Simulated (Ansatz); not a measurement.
# InP (F-43m) in Ansatz: a series of runs

One crystal, InP, is run at these levels: RPBE, revPBE; tasks: band structure, single point, equation of state.

Program: Ansatz 0.2.0. These are calculated values, not measurements. Logs are shortened: lines on timing, memory, paths and dates and some standing lists are left out, and cuts for length are marked.

**Experimental background.**

From a printed reference work, data compilation, for a bulk crystal of InP at 1.6 K: band gap 1.4236 eV (direct).

The results are compared with them further down.

**1. The crystal as given**

The structure is cubic, space group F-43m (No. 216). The conventional cell has a = 5.861 Å, b = 5.861 Å, c = 5.861 Å, α = 90.00°, β = 90.00°, γ = 90.00°. In (site symmetry -43m) is surrounded by 4 P at 2.54 Å. P (site symmetry -43m) is surrounded by 4 In at 2.54 Å.

**2. Band structure, RPBE**

input.yaml

```yaml
crystal:
  lattice:
    - [0.0, 2.9305, 2.9305]
    - [2.9305, 0.0, 2.9305]
    - [2.9305, 2.9305, 0.0]
  atoms:
    - { symbol: In, position: [0.0, 0.0, 0.0] }
    - { symbol: P, position: [0.75, 0.75, 0.75] }
hamiltonian:
  xc: rpbe
  pseudopotentials: { kind: paw }
kpoints:
  mp_grid: { grid: [8, 8, 8] }
  band_path:
    path:
      - [[0.0, 0.0, 0.0], [0.5, 0.0, 0.5], [0.5, 0.25, 0.75], [0.375, 0.375, 0.75], [0.0, 0.0, 0.0], [0.5, 0.5, 0.5], [0.625, 0.25, 0.625], [0.5, 0.25, 0.75], [0.5, 0.5, 0.5], [0.375, 0.375, 0.75]]
      - [[0.625, 0.25, 0.625], [0.5, 0.0, 0.5]]
    npoints: 14
scf:
  occupations: { method: fermi_dirac, width: 0.05 }
  n_extra_bands: 6
output:
  forces: true
  stress: true
  eigenvalues: true
  fatbands: false
```

Potentials or basis: Ansatz PAW.

Started as:

```sh
ansatz run input.yaml --threads 2 --pin off --max-ram 5120MiB --backend cpu --events-out ev --progress --plain --runs-dir out
```

What it wrote:

```text
Warning: RAYON_NUM_THREADS=2 ignored (pool sized by the plan → 2); use --threads N
scf.n_extra_bands = 6 over 9 filled bands (N_el = 18.0): the run solves 15 bands
Engine: ansatz 0.2.0, aarch64-unknown-linux-gnu
Pseudopotentials: kind: paw
Pseudopotential: In, paw, valence charge 13, recommended cutoff 420 eV (normal), In.paw.azcp
Pseudopotential: P, paw, valence charge 5, recommended cutoff 420 eV (normal), P.paw.azcp
Functional definition: RPBE
  parameter kappa = 0.804
  parameter beta = 0.06672455060314922
  exchange = rpbe_x(kappa = kappa, mu = beta*pi^2/3)
  correlation = pbe_c(beta = beta)
Crystal: 2 atoms, lattice volume = 50.333 Å³
Basis set: ecut = 420 eV, 941 PW (Γ), exchange–correlation on 60×60×60 points (8 copies of the dense FFT grid, shifted against one another)
Bands: 15, of which v1, the nominal top of the filled ones, is band 9 counted from 1 (8 counted from 0)
Symmetry: 24 space group operations
Space group: F-43m (ITA 216), of the structure as read, at distance tolerance 3.7e-5 Å
k-points: 29 of 512 (time reversal used)
Non-local potential: In, projectors of the file, l = 0: 2, l = 1: 2, l = 2: 2, l = 3: 2
Non-local potential: P, projectors of the file, l = 0: 2, l = 1: 2, l = 2: 2
PAW form: soft (Blöchl's): semilocal exchange-correlation on the pseudo side does not see the compensation charge
PAW frozen core: In, regenerated for the run's functional, and the local potential with it (the file was generated under x = pbe(κ = 0.804, μ = 0.2195149727645171), c = pbe(β = 0.06672455060314922))
PAW frozen core: P, regenerated for the run's functional, and the local potential with it (the file was generated under x = pbe(κ = 0.804, μ = 0.2195149727645171), c = pbe(β = 0.06672455060314922))
PAW one-centre angular grid: In, 590 points (default); XC on 64 Gauss nodes
PAW one-centre angular grid: P, 110 points (default); XC on 64 Gauss nodes
Initial density: superposition of atomic densities (neutral atoms: chi_scale 0, normalization atom), corrected by the library's trained network
Initial wavefunctions: pseudopotential atomic-orbital guess
Functional: x = rpbe, c = pbe(β = 0.06672455060314922)
SCF iter   1: F=—  HF=-6365.656364 eV  |F-HF|=—  |Δ(HF+E_count)|=         —  Δρ=3.59e-3  dr2=5.01e-3  ethr=1.77e-3  ⟨swp⟩=6.3  Hψ=2784  notcnv=0
preconditioner: auto → none  [insulator: Δε(μ)=0.843 eV  Ē_g=16.384 eV  σ=0.050 eV  W_gap=1.00  n_scr=14 (ndim 8)  ℏωp=22.2 eV  f_vac=0.021  D(μ)=0.00/eV (n_scr^D=0)  ε∞_Penn≈2.8]
SCF iter   2: F=—  HF=-6365.654654 eV  |F-HF|=—  |Δ(HF+E_count)|=   1.71e-3  Δρ=1.34e-3  dr2=1.15e-3  ethr=2.78e-5  ⟨swp⟩=2.0  Hψ=1056  notcnv=0  defer=39
SCF iter   3: F=—  HF=-6365.654262 eV  |F-HF|=—  |Δ(HF+E_count)|=   3.92e-4  Δρ=5.03e-4  dr2=1.04e-4  ethr=6.37e-6  ⟨swp⟩=2.3  Hψ=648  notcnv=0  defer=39
SCF iter   4: F=—  HF=-6365.654284 eV  |F-HF|=—  |Δ(HF+E_count)|=   2.24e-5  Δρ=2.50e-4  dr2=2.39e-5  ethr=5.78e-7  ⟨swp⟩=2.0  Hψ=653  notcnv=0  defer=39
SCF iter   5: F=—  HF=-6365.654276 eV  |F-HF|=—  |Δ(HF+E_count)|=   7.94e-6  Δρ=1.08e-4  dr2=4.69e-6  ethr=1.33e-7  ⟨swp⟩=3.0  Hψ=654  notcnv=0  defer=39
SCF iter   6: F=-6365.654275 eV  HF=-6365.654275 eV  |F-HF|=3.30e-8  |Δ(HF+E_count)|=   1.28e-6  Δρ=1.37e-5  dr2=8.03e-8  ethr=5.56e-10  ⟨swp⟩=9.1  Hψ=2657  notcnv=0
SCF 1 converged in 6 iterations: F = -6365.654275 eV  dr2 = 8.03e-8
NSCF: frozen V_eff on 142 k-points
SCF converged after 6 iterations
Free energy (F): -6365.654275 eV
Harris-Foulkes:  -6365.654275 eV  (|F-HF|=3.30e-8)
Internal energy: -6365.654273 eV  (E = F + TS)
E sigma→0 (E₀):  -6365.654274 eV
Entropy (-TS):   -0.000001 eV (-0.001 meV/atom)
Fermi energy:    7.554024 eV
--- Per-component energies (eV) ---
  E_band       = -50.246003
  E_kinetic    = 313.739975
  E_local      = -1397.944276  (includes V_loc(G=0)·N_el)
  E_nonlocal   = 400.672536
  E_hartree    = 552.484962
  E_xc         = -277.235203
  E_vxc        = -159.492401  (∫ρ·V_xc dr)
  E_paw        = -4736.700816  (= ΣΔE_a)
  E_vpaw       = -312.181962  (= ΣTr[D̂ρ^β])
  E_aug_tail   = 0.000030  (compensation charges beyond the density's cutoff)
  E_ewald      = -1220.708286
  E_core_change = 0.036806  (= ΣΔE_core)
  E_smearing   = -0.000001  (= −TS)
  E_closure    = -0.000000  (closes the sum)
  Σ components = -6365.654275   (vs F -6365.654275, Δ=0.00e0)
--- Forces (eV/Å), atoms counted from 1 ---
  atom   1  In    -0.00000000     0.00000000     0.00000000
  atom   2  P      0.00000000     0.00000000    -0.00000000
  max |Σ_I F_I| component: 1.11e-16 eV/Å
--- Stress (GPa, compression-positive) ---
        5.166044      -0.000000      -0.000000
       -0.000000       5.166044       0.000000
       -0.000000       0.000000       5.166044
  P = ⅓ Tr σ = 5.1660 GPa (51.660 kbar)
--- Band table (eV; the first three rows and the last of 29) ---
  k-point 0: bands = ["-7.1088", "-7.1088", "-7.1088", "-6.9577", "-6.9577", "-4.3883", "7.0969", "7.0969", "7.0969", "7.9483", "11.2403", "11.2403", "11.2403", "15.9106", "16.5054"]
  k-point 1: bands = ["-7.1275", "-7.1014", "-7.1014", "-6.9576", "-6.9576", "-4.2106", "5.5996", "6.9130", "6.9130", "8.8541", "11.4166", "11.5155", "11.5155", "15.9137", "15.9137"]
  k-point 2: bands = ["-7.1702", "-7.0856", "-7.0856", "-6.9550", "-6.9550", "-3.7146", "3.7020", "6.5448", "6.5448", "8.9980", "11.9377", "11.9377", "12.5260", "15.7049", "15.7049"]
  k-point 28: bands = ["-7.2594", "-7.0485", "-7.0133", "-6.9776", "-6.9427", "-1.9485", "1.5461", "4.1796", "4.2254", "11.4816", "11.5210", "12.7575", "13.4181", "17.4015", "18.3560"]
```

It took 3.4 s on 2 threads of Arm Neoverse V2, shared host; peak memory 0.31 GiB.

What came out:

```yaml
Free_energy: -6365.6543 eV
Pressure: 5.2 GPa
Band_gap_on_the_k_mesh: 0.85 eV, direct
Band_gap_along_the_path: 0.85 eV, direct
```

Levels at the corners of the path, in eV from the valence-band top:
```tsv
point	band 7	band 8	band 9	band 10	band 11	band 12
Γ	0.00	0.00	0.00	0.85	4.14	4.14
X	-5.70	-2.30	-2.30	1.89	2.36	9.36
W	-5.55	-2.92	-2.87	4.38	4.42	5.66
K	-5.56	-3.26	-1.92	2.47	4.46	7.55
Γ	0.00	0.00	0.00	0.85	4.14	4.14
L	-5.68	-0.96	-0.96	1.61	4.86	4.86
U	-5.56	-3.26	-1.92	2.47	4.46	7.55
W	-5.55	-2.92	-2.87	4.38	4.42	5.66
L	-5.68	-0.96	-0.96	1.61	4.86	4.86
K	-5.56	-3.26	-1.92	2.47	4.46	7.55
U	-5.56	-3.26	-1.92	2.47	4.46	7.55
X	-5.70	-2.30	-2.30	1.89	2.36	9.36
```

Caveat: spin-orbit coupling is left out, which moves the levels of the heavy elements; the PAW data sets come from PBE, with cores solved anew for the run's functional, which leaves a small shift of forces and pressure.

**3. Single point, revPBE, 23.66 Å³/atom (volume scaled by 0.94)**

input.yaml

```yaml
crystal:
  lattice:
    - [0.0, 2.8706770916, 2.8706770916]
    - [2.8706770916, 0.0, 2.8706770916]
    - [2.8706770916, 2.8706770916, 0.0]
  atoms:
    - { symbol: In, position: [0.0, 0.0, 0.0] }
    - { symbol: P, position: [0.75, 0.75, 0.75] }
hamiltonian:
  xc: revpbe
  pseudopotentials: { kind: paw }
kpoints:
  mp_grid: { grid: [8, 8, 8] }
scf:
  occupations: { method: fermi_dirac, width: 0.05 }
output:
  forces: true
  stress: true
  eigenvalues: true
```

Potentials or basis: Ansatz PAW.

Started as:

```sh
ansatz run input.yaml --threads 2 --pin off --max-ram 5120MiB --backend cpu --events-out ev --progress --plain --runs-dir out
```

Run time: 1.4 s. Hardware: 2 threads of Arm Neoverse V2, shared host; peak memory 0.31 GiB.

Results (log left out):

- Free energy: -6362.1732 eV
- Pressure: 10.1 GPa
- Band gap on the k mesh: 1.15 eV, direct

Caveat: spin-orbit coupling is left out, which moves the levels of the heavy elements; the PAW data sets come from PBE, with cores solved anew for the run's functional, which leaves a small shift of forces and pressure.

**4. Single point, revPBE, 24.16 Å³/atom (volume scaled by 0.96)**

Edit input.yaml of step 3 so:

```diff
@@ -2,5 +2,5 @@
   lattice:
-    - [0.0, 2.8706770916, 2.8706770916]
-    - [2.8706770916, 0.0, 2.8706770916]
-    - [2.8706770916, 2.8706770916, 0.0]
+    - [0.0, 2.8908937935, 2.8908937935]
+    - [2.8908937935, 0.0, 2.8908937935]
+    - [2.8908937935, 2.8908937935, 0.0]
   atoms:
@@ -19 +19,5 @@
   eigenvalues: true
+  write_density: true
+  write_potential: true
+  elf: true
+  volumetric_format: npy
```

Started as:

```sh
ansatz run input.yaml --threads 2 --pin off --max-ram 5120MiB --backend cpu --events-out ev --progress --plain --runs-dir out
```

It took 1.5 s on 2 threads of Arm Neoverse V2, shared host; peak memory 0.31 GiB.

The run converged. Its results:

```yaml
Free_energy: -6362.2302 eV
Pressure: 8.1 GPa
Band_gap_on_the_k_mesh: 1.04 eV, direct
```

Caveat: spin-orbit coupling is left out, which moves the levels of the heavy elements; the PAW data sets come from PBE, with cores solved anew for the run's functional, which leaves a small shift of forces and pressure.

**5. Single point, revPBE, 24.66 Å³/atom (volume scaled by 0.98)**

Edit input.yaml of step 4 so:

```diff
@@ -2,5 +2,5 @@
   lattice:
-    - [0.0, 2.8908937935, 2.8908937935]
-    - [2.8908937935, 0.0, 2.8908937935]
-    - [2.8908937935, 2.8908937935, 0.0]
+    - [0.0, 2.9108316221, 2.9108316221]
+    - [2.9108316221, 0.0, 2.9108316221]
+    - [2.9108316221, 2.9108316221, 0.0]
   atoms:
```

Started as:

```sh
ansatz run input.yaml --threads 2 --pin off --max-ram 5120MiB --backend cpu --events-out ev --progress --plain --runs-dir out
```

Wall time 1.6 s (2 threads of Arm Neoverse V2, shared host); peak memory 0.31 GiB.

It converged, with:

```
Free energy            : -6362.2752 eV
Pressure               : 6.3 GPa
Band gap on the k mesh : 0.93 eV, direct
```

Caveat: spin-orbit coupling is left out, which moves the levels of the heavy elements; the PAW data sets come from PBE, with cores solved anew for the run's functional, which leaves a small shift of forces and pressure.

**6. Single point, revPBE, 25.17 Å³/atom**

Edit input.yaml of step 5 so:

```diff
@@ -2,5 +2,5 @@
   lattice:
-    - [0.0, 2.9108316221, 2.9108316221]
-    - [2.9108316221, 0.0, 2.9108316221]
-    - [2.9108316221, 2.9108316221, 0.0]
+    - [0.0, 2.9305, 2.9305]
+    - [2.9305, 0.0, 2.9305]
+    - [2.9305, 2.9305, 0.0]
   atoms:
```

Potentials or basis: Ansatz PAW.

Started as:

```sh
ansatz run input.yaml --threads 2 --pin off --max-ram 5120MiB --backend cpu --events-out ev --progress --plain --runs-dir out
```

It took 1.5 s on 2 threads of Arm Neoverse V2, shared host; peak memory 0.32 GiB.

Results (log left out):

```
Free energy            : -6362.3095 eV
Pressure               : 4.7 GPa
Band gap on the k mesh : 0.82 eV, direct
```

Caveat: spin-orbit coupling is left out, which moves the levels of the heavy elements; the PAW data sets come from PBE, with cores solved anew for the run's functional, which leaves a small shift of forces and pressure.

**7. Single point, revPBE, 25.67 Å³/atom (volume scaled by 1.02)**

Edit input.yaml of step 6 so:

```diff
@@ -2,5 +2,5 @@
   lattice:
-    - [0.0, 2.9305, 2.9305]
-    - [2.9305, 0.0, 2.9305]
-    - [2.9305, 2.9305, 0.0]
+    - [0.0, 2.9499078504, 2.9499078504]
+    - [2.9499078504, 0.0, 2.9499078504]
+    - [2.9499078504, 2.9499078504, 0.0]
   atoms:
```

Started as:

```sh
ansatz run input.yaml --threads 2 --pin off --max-ram 5120MiB --backend cpu --events-out ev --progress --plain --runs-dir out
```

Run time: 1.6 s. Hardware: 2 threads of Arm Neoverse V2, shared host; peak memory 0.32 GiB.

Results (log left out):

```
Free energy            : -6362.3342 eV
Pressure               : 3.2 GPa
Band gap on the k mesh : 0.71 eV, direct
```

Caveat: spin-orbit coupling is left out, which moves the levels of the heavy elements; the PAW data sets come from PBE, with cores solved anew for the run's functional, which leaves a small shift of forces and pressure.

**8. Single point, revPBE, 26.17 Å³/atom (volume scaled by 1.04)**

input.yaml

```yaml
crystal:
  lattice:
    - [0.0, 2.9690636329, 2.9690636329]
    - [2.9690636329, 0.0, 2.9690636329]
    - [2.9690636329, 2.9690636329, 0.0]
  atoms:
    - { symbol: In, position: [0.0, 0.0, 0.0] }
    - { symbol: P, position: [0.75, 0.75, 0.75] }
hamiltonian:
  xc: revpbe
  pseudopotentials: { kind: paw }
kpoints:
  mp_grid: { grid: [8, 8, 8] }
scf:
  occupations: { method: fermi_dirac, width: 0.05 }
output:
  forces: true
  stress: true
  eigenvalues: true
```

Started as:

```sh
ansatz run input.yaml --threads 2 --pin off --max-ram 5120MiB --backend cpu --events-out ev --progress --plain --runs-dir out
```

It took 1.2 s on 2 threads of Arm Neoverse V2, shared host; peak memory 0.31 GiB.

The run converged. Its results:

| Item | Value |
| --- | --- |
| Free energy | -6362.3501 eV |
| Pressure | 1.9 GPa |
| Band gap on the k mesh | 0.60 eV, direct |

Caveat: spin-orbit coupling is left out, which moves the levels of the heavy elements; the PAW data sets come from PBE, with cores solved anew for the run's functional, which leaves a small shift of forces and pressure.

**9. Single point, revPBE, 26.68 Å³/atom (volume scaled by 1.06)**

Edit input.yaml of step 8 so:

```diff
@@ -2,5 +2,5 @@
   lattice:
-    - [0.0, 2.9690636329, 2.9690636329]
-    - [2.9690636329, 0.0, 2.9690636329]
-    - [2.9690636329, 2.9690636329, 0.0]
+    - [0.0, 2.9879753761, 2.9879753761]
+    - [2.9879753761, 0.0, 2.9879753761]
+    - [2.9879753761, 2.9879753761, 0.0]
   atoms:
```

Potentials or basis: Ansatz PAW.

Started as:

```sh
ansatz run input.yaml --threads 2 --pin off --max-ram 5120MiB --backend cpu --events-out ev --progress --plain --runs-dir out
```

Run time: 1.2 s. Hardware: 2 threads of Arm Neoverse V2, shared host; peak memory 0.31 GiB.

It converged, with:

```
Free energy            : -6362.3583 eV
Pressure               : 0.7 GPa
Band gap on the k mesh : 0.50 eV, direct
```

Caveat: spin-orbit coupling is left out, which moves the levels of the heavy elements; the PAW data sets come from PBE, with cores solved anew for the run's functional, which leaves a small shift of forces and pressure.

**10. Equation of state, revPBE**

Potentials or basis: Ansatz PAW.

This step only gathers the single runs of the series.

Results:

```
Equilibrium volume : 27.01 Å³/atom (rough: see the caveat)
Bulk modulus       : 56 GPa (rough)
```

Energy against volume, from the lowest point:
| volume (Å³/atom) | energy (meV/atom) |
| --- | --- |
| 23.657 | 92.57 |
| 24.160 | 64.06 |
| 24.663 | 41.54 |
| 25.167 | 24.38 |
| 25.670 | 12.06 |
| 26.173 | 4.07 |
| 26.677 | 0.00 |

Caveat: the potentials were made for another functional, which shifts forces and pressure; the minimum lies outside the volumes run.

**11. How close it comes**

Step 2. Measured gap of InP: 1.4236 eV (direct; 1.6 K; a printed reference work, data compilation). This calculation gives 0.85 eV (-0.57 eV). Spin-orbit coupling on In is left out. The value is that of RPBE, without temperature or zero-point motion. Semilocal functionals fall short of measured gaps as a rule.
